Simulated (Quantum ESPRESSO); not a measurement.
**Ir: relaxation of cell and atoms with PBEsol**

The system is Ir.

```
Ir
1.0
     0.00000    1.91560    1.91560
     1.91560    0.00000    1.91560
     1.91560    1.91560    0.00000
Ir
1
Direct
  0.00000 0.00000 0.00000
```

| Quantity | Value |
| --- | --- |
| Program | Quantum ESPRESSO 7.5 |
| Task | relaxation of cell and atoms |
| Functional | PBEsol |
| Potentials or basis | GBRV 1.5 PBEsol |
| Cutoff | 612 eV |
| Density cutoff | 4898 eV |
| k mesh | 12 × 12 × 12 |
| Occupations | fermi-dirac, width 0.05 eV |
| Spin | no spin polarisation |
| ASE optimiser | FIRE |
| Mixing beta | 0.5 |
| Most SCF iterations | 120 |
| SCF threshold | 2e-10 Ry |

The relaxed volume is 14.03 Å³/atom. The relaxed cell is a = 2.707 Å, b = 2.707 Å, c = 2.707 Å, α = 60.00°, β = 60.00°, γ = 60.00°, the space group after relaxing (to 0.05 Å) is Fm-3m (No. 225) and the energy gained by relaxing is 0.0 meV/atom. The ionic steps are 2. The pressure after relaxing is 0.0 GPa and the band gap on the k mesh is none (metal or under the smearing width).

Final structure:
```
Ir
1.0
     2.70738    0.00000    0.00000
     1.35369    2.34466    0.00000
     1.35369    0.78155    2.21057
Ir
1
Direct
  0.00000 0.00000 0.00000
```

Levels at points of the mesh, in eV from the Fermi level:
```csv
k point,band 5,band 6,band 7,band 8,band 9,band 10
"(0.00, 0.00, 0.00)",-3.98,-3.98,-3.98,-1.24,-1.24,10.75
"(0.00, 0.00, -0.50)",-4.08,-4.08,-0.81,0.88,0.88,7.36
"(0.00, -0.50, 0.00)",-4.08,-4.08,-0.81,0.88,0.88,7.36
"(0.00, -0.50, -0.50)",-7.47,0.86,1.47,1.47,1.67,10.56
```

Run time: 20 s on 2 MPI ranks on Arm Neoverse V2, with other jobs on the host, peak memory 0.16 GiB a rank.

Spin-orbit coupling is left out, which matters for the levels of Ir.
